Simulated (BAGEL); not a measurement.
**C3H7O+ (SMILES CC(C)=[OH+]) at 4 levels**

We compute a comparison of 4 runs (HF/STO-3G, HF/3-21G, HF/6-31G*, HF/cc-pVDZ) of C3H7O+. 

Program for the calculation: BAGEL 1.2.2.

1 further run of the same task is left out (set aside as unsound or not needed).

## (1) The molecule

C3H7O+: 11 atoms, total charge +1, spin state singlet. SMILES: `CC(C)=[OH+]`. The C1–H7 distance was set to 1.422 Å, away from the relaxed value.

Bond lengths: C1–C2 1.457 Å, C2–C3 1.463 Å, C2–O4 1.270 Å, C1–H5 1.088 Å, C1–H6 1.093 Å, C3–H8 1.086 Å, C3–H9 1.095 Å, C3–H10 1.094 Å, O4–H11 0.978 Å. Some angles: C1–C2–C3 121.1°, C1–C2–O4 116.9°, C3–C2–O4 122.0°, C2–C1–H5 111.8°, C2–C1–H6 110.0°, C2–C3–H8 112.6°, C2–C3–H9 110.4°, C2–C3–H10 110.5°, C2–O4–H11 118.0°, H5–C1–H6 110.0°. A long bond or contact: C1–H7 1.422 Å.

## (2) A single-point energy at HF/STO-3G (density fitting with qzvpp-jkfit) (run 1)

Contents of job.json:

```json
{ "bagel" : [

{
  "title" : "molecule",
  "basis" : "sto-3g",
  "df_basis" : "qzvpp-jkfit",
  "angstrom" : "true",
  "geometry" : [
    { "atom" : "C", "xyz" : [      -0.685019,       1.003744,      -0.625448 ] },
    { "atom" : "C", "xyz" : [      -0.444809,      -0.369126,      -0.200518 ] },
    { "atom" : "C", "xyz" : [       0.319821,      -0.662966,       1.012012 ] },
    { "atom" : "O", "xyz" : [      -0.928879,      -1.288966,      -0.929808 ] },
    { "atom" : "H", "xyz" : [      -1.269859,       1.046874,      -1.541788 ] },
    { "atom" : "H", "xyz" : [      -1.191879,       1.558134,       0.169122 ] },
    { "atom" : "H", "xyz" : [       0.552830,       1.679180,      -0.806410 ] },
    { "atom" : "H", "xyz" : [       0.656171,       0.235294,       1.521572 ] },
    { "atom" : "H", "xyz" : [       1.190611,      -1.281506,       0.772762 ] },
    { "atom" : "H", "xyz" : [      -0.277989,      -1.262276,       1.705732 ] },
    { "atom" : "H", "xyz" : [      -0.777709,      -2.217136,      -0.659608 ] }
  ]
},

{ "title" : "hf", "charge" : 1 },

{ "title" : "print", "file" : "orbitals.molden", "orbitals" : "true" }

]}
```

Run with:

```sh
$ BAGEL_NUM_THREADS=1 BAGEL job.json > job.out
```

The log of the run:

```text
* using 1 threads per process

  ===============================================================
  ===============================================================

  *** Geometry ***

  { "atom" : "C", "xyz" : [     -1.294498,      1.896801,     -1.181925 ] },
  { "atom" : "C", "xyz" : [     -0.840567,     -0.697547,     -0.378924 ] },
  { "atom" : "C", "xyz" : [      0.604374,     -1.252824,      1.912426 ] },
[... 7 lines of this table left out ...]
  { "atom" : "H", "xyz" : [     -1.469657,     -4.189780,     -1.246478 ] },

  Number of auxiliary basis functions:      428

  Since a DF basis is specified, we compute 2- and 3-index integrals:
    o Being stored without compression. Storage requirement is 0.002 GB

  Number of basis functions:       27
  Number of electrons      :       33

    * METHOD: MOLECULE                             0.39

  *** RHF ***

  === Nuclear Repulsion ===
   128.0935081510

      * DIIS with orbital gradients will be used.

  === RHF iteration (sto-3g) ===
      0       -189.78320889          0.01899216           0.02
      1       -189.85766295          0.00767756           0.02
      2       -189.86768792          0.00147241           0.02
[... 9 lines of this table left out ...]
     12       -189.86831995          0.00000000           0.02
    * SCF iteration converged.

    * Permanent dipole moment:
           (   -0.289979,     0.489927,    -0.309795) a.u.

    * METHOD: HF                                   0.46

    * METHOD: PRINT                                0.00

  ===============================================================
```

It took 1.4 s on 1 thread of Intel Xeon at 2.50GHz (Skylake/Cascade Lake), shared host; peak memory 0.08 GiB.

## (3) A single-point energy at HF/3-21G (density fitting with qzvpp-jkfit) (run 2)

Contents of calc.json:

```json
{ "bagel" : [

{
  "title" : "molecule",
  "basis" : "3-21g",
  "df_basis" : "qzvpp-jkfit",
  "angstrom" : "true",
  "geometry" : [
    { "atom" : "C", "xyz" : [      -0.685019,       1.003744,      -0.625448 ] },
    { "atom" : "C", "xyz" : [      -0.444809,      -0.369126,      -0.200518 ] },
    { "atom" : "C", "xyz" : [       0.319821,      -0.662966,       1.012012 ] },
    { "atom" : "O", "xyz" : [      -0.928879,      -1.288966,      -0.929808 ] },
    { "atom" : "H", "xyz" : [      -1.269859,       1.046874,      -1.541788 ] },
    { "atom" : "H", "xyz" : [      -1.191879,       1.558134,       0.169122 ] },
    { "atom" : "H", "xyz" : [       0.552830,       1.679180,      -0.806410 ] },
    { "atom" : "H", "xyz" : [       0.656171,       0.235294,       1.521572 ] },
    { "atom" : "H", "xyz" : [       1.190611,      -1.281506,       0.772762 ] },
    { "atom" : "H", "xyz" : [      -0.277989,      -1.262276,       1.705732 ] },
    { "atom" : "H", "xyz" : [      -0.777709,      -2.217136,      -0.659608 ] }
  ]
},

{ "title" : "hf", "charge" : 1 },

{ "title" : "print", "file" : "orbitals.molden", "orbitals" : "true" }

]}
```

Run with:

```sh
$ BAGEL_NUM_THREADS=1 BAGEL calc.json > calc.out
```

The log of the run:

```text
* using 1 threads per process

  ===============================================================
  ===============================================================

  *** Geometry ***

  { "atom" : "C", "xyz" : [     -1.294498,      1.896801,     -1.181925 ] },
  { "atom" : "C", "xyz" : [     -0.840567,     -0.697547,     -0.378924 ] },
  { "atom" : "C", "xyz" : [      0.604374,     -1.252824,      1.912426 ] },
[... 7 lines of this table left out ...]
  { "atom" : "H", "xyz" : [     -1.469657,     -4.189780,     -1.246478 ] },

  Number of auxiliary basis functions:      428

  Since a DF basis is specified, we compute 2- and 3-index integrals:
    o Being stored without compression. Storage requirement is 0.009 GB

  Number of basis functions:       50
  Number of electrons      :       33

    * METHOD: MOLECULE                             0.39

  *** RHF ***

  === Nuclear Repulsion ===
   128.0935081510

      * DIIS with orbital gradients will be used.

  === RHF iteration (3-21g) ===
      0       -191.07207571          0.02113794           0.05
      1       -191.15426289          0.01074143           0.05
      2       -191.17140464          0.00243198           0.05
[... 10 lines of this table left out ...]
     13       -191.17297060          0.00000000           0.04
    * SCF iteration converged.

    * Permanent dipole moment:
           (   -0.409042,     0.378101,    -0.571582) a.u.

    * METHOD: HF                                   0.87

    * METHOD: PRINT                                0.01

  ===============================================================
```

Run time: 1.8 s. Hardware: 1 thread of Intel Xeon at 2.50GHz (Skylake/Cascade Lake), shared host; peak memory 0.08 GiB.

Run 3 isn't shown in full; the table further down has it.

## (4) A single-point energy at HF/cc-pVDZ (density fitting with qzvpp-jkfit) (run 4)

job.json: that of step 2 with these lines changed.

```diff
@@ -4,5 +4,5 @@
   "title" : "molecule",
-  "basis" : "sto-3g",
+  "basis" : "cc-pvdz.json",
   "df_basis" : "qzvpp-jkfit",
-  "angstrom" : "true",
+  "angstrom" : true,
   "geometry" : [
@@ -24,3 +24,3 @@
 
-{ "title" : "print", "file" : "orbitals.molden", "orbitals" : "true" }
+{ "title" : "print", "file" : "orbitals.molden", "orbitals" : true }
```

The basis set cc-pVDZ is read from a file made from the Basis Set Exchange's data (not shown).

Run with:

```sh
$ BAGEL_NUM_THREADS=1 BAGEL job.json > job.out
```

The log of the run:

```text
* using 1 threads per process

  ===============================================================
  ===============================================================

  *** Geometry ***

  { "atom" : "C", "xyz" : [     -1.294498,      1.896801,     -1.181925 ] },
  { "atom" : "C", "xyz" : [     -0.840567,     -0.697547,     -0.378924 ] },
  { "atom" : "C", "xyz" : [      0.604374,     -1.252824,      1.912426 ] },
[... 7 lines of this table left out ...]
  { "atom" : "H", "xyz" : [     -1.469657,     -4.189780,     -1.246478 ] },

  Number of auxiliary basis functions:      428

  Since a DF basis is specified, we compute 2- and 3-index integrals:
    o Being stored without compression. Storage requirement is 0.028 GB

  Number of basis functions:       91
  Number of electrons      :       33

    * METHOD: MOLECULE                             0.73

  *** RHF ***

  === Nuclear Repulsion ===
   128.0935081510

      * DIIS with orbital gradients will be used.

  === RHF iteration (cc-pvdz.json) ===
      0       -192.08709515          0.01330859           0.14
      1       -192.22898827          0.00747700           0.14
      2       -192.26308032          0.00188479           0.10
[... 9 lines of this table left out ...]
     12       -192.26626244          0.00000001           0.11
    * SCF iteration converged.

    * Permanent dipole moment:
           (   -0.317011,     0.345833,    -0.456282) a.u.

    * METHOD: HF                                   1.98

    * METHOD: PRINT                                0.02

  ===============================================================
```

It took 3.3 s on 1 thread of Intel Xeon at 2.50GHz (Skylake/Cascade Lake), shared host; peak memory 0.11 GiB.

## (5) Overview of the runs

| run | level | energy (Eh) | HOMO energy (eV) | LUMO energy (eV) | HOMO–LUMO gap (eV) | wall time |
| --- | --- | --- | --- | --- | --- | --- |
| 1 | HF/STO-3G (density fitting with qzvpp-jkfit) | -189.868320 | -18.07 | -2.15 | 15.92 | 1.4 s |
| 2 | HF/3-21G (density fitting with qzvpp-jkfit) | -191.172971 | -18.93 | -3.83 | 15.10 | 1.8 s |
| 3 | HF/6-31G* (density fitting with qzvpp-jkfit, spherical functions) | -192.241844 | -18.95 | -3.70 | 15.24 | 2.5 s |
| 4 | HF/cc-pVDZ (density fitting with qzvpp-jkfit) | -192.266262 | -18.91 | -3.67 | 15.24 | 3.3 s |

## (6) What came out

```
            quantity          value
 run 4: total energy  -192.26626 Eh
  run 4: HOMO energy      -18.91 eV
  run 4: LUMO energy       -3.67 eV
run 4: HOMO–LUMO gap       15.24 eV
```

In words: The HOMO–LUMO gap runs from 15.10 eV (HF/3-21G) to 15.92 eV (HF/STO-3G). In run 1 the basis is minimal, so the values are rough. All runs together took 9.1 s, the longest 3.3 s.
